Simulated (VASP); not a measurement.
# Settings for SnSe₂: self-consistent run

SnSe₂, P1 (no. 1), 3 atoms in the cell. PBE; PAW potentials Sn_d, Se (PBE set). VASP 6.6.1. The atoms are moved at random off their ideal places.

Wanted: energy within 1 meV/atom; forces within 0.005 eV/Å; pressure within 0.1 GPa.

POSCAR:
```
SnSe2
1.0
    3.8110000000      0.0000000000      0.0000000000
   -1.9055000000      3.3004228138      0.0000000000
    0.0000000000      0.0000000000      6.1360000000
Sn Se
1 2
Direct
    0.0035600000      0.0009180000     -0.0016430000
    0.6659860000      0.3326080000      0.7535530000
    0.3372520000      0.6704450000      0.2505460000
```

## FFT grids and symmetry tolerance typed by hand

| FFT grids and symmetry tolerance typed by hand | Energy less reference (meV/atom) | Forces, largest deviation (eV/Å) | Pressure (GPa) | SCF iterations | Time (s) |
|---|---|---|---|---|---|
| default | 0.0 | 0.0000 | 5.74 | 14 | 55 |
| NGX, NGY, NGZ = 34, 34, 54 | 0.0 | 0.0005 | 5.74 | 14 | 105 |
| NGX, NGY, NGZ = 20, 20, 34 | 0.0 | 0.0013 | 5.74 | 14 | 30 |
| NGX, NGY, NGZ = 18, 18, 28 | 0.0 | 0.0025 | 5.74 | 14 | 22 |
| NGX, NGY, NGZ = 14, 14, 24 | -1.7 | 0.0041 | 5.79 | 14 | 16 |
| NGXF, NGYF, NGZF = 38, 38, 62 | 0.0 | 0.0012 | 5.74 | 14 | 42 |
| NGXF, NGYF, NGZF = 76, 76, 122 | 0.0 | 0.0006 | 5.74 | 14 | 44 |
| SYMPREC = 0.001 | 0.0 | 0.0000 | 5.74 | 14 | 41 |
| SYMPREC = 1e-08 | 0.0 | 0.0000 | 5.74 | 14 | 42 |
| EWALD_CUTOFF = 2.0 | -2716.9 | 3.9614 | -34.72 | 14 | 42 |
| EWALD_CUTOFF = 8.0 | 0.0 | 0.0000 | 5.74 | 14 | 42 |

Chosen: NGX, NGY, NGZ = 20, 20, 34, the fastest of those that stay within half of the tolerance.

## The input

INCAR:
```
SYSTEM = SnSe2
PREC = Accurate ; ENCUT = 400
EDIFF = 1E-7 ; ISMEAR = 0
SIGMA = 0.02 ; LREAL = .False.
LASPH = .True. ; ALGO = Normal
NELM = 100 ; ISIF = 2
LWAVE = .False. ; LCHARG = .False.
NGX = 20 ; NGY = 20
NGZ = 34
```

KPOINTS:
```
k-points
0
Gamma
  7 7 4
```

Commands:
```
cat potpaw_PBE.64/Sn_d/POTCAR potpaw_PBE.64/Se/POTCAR > POTCAR
mpirun -np 1 vasp_std > vasp.out
```

The chosen input took VASP 6.6.1 30 s on 1 core (AMD EPYC 9R45 (Zen 5)), a shared host.

## An input that fails: an FFT grid typed too coarse

It runs to its end, but against the unchanged starting input it is off by 13.5 meV/atom in the energy, 0.1918 eV/Å in the forces, 0.24 GPa in the pressure.

Changes against the starting input:
```
+ NGX = 10
+ NGY = 10
+ NGZ = 16
```
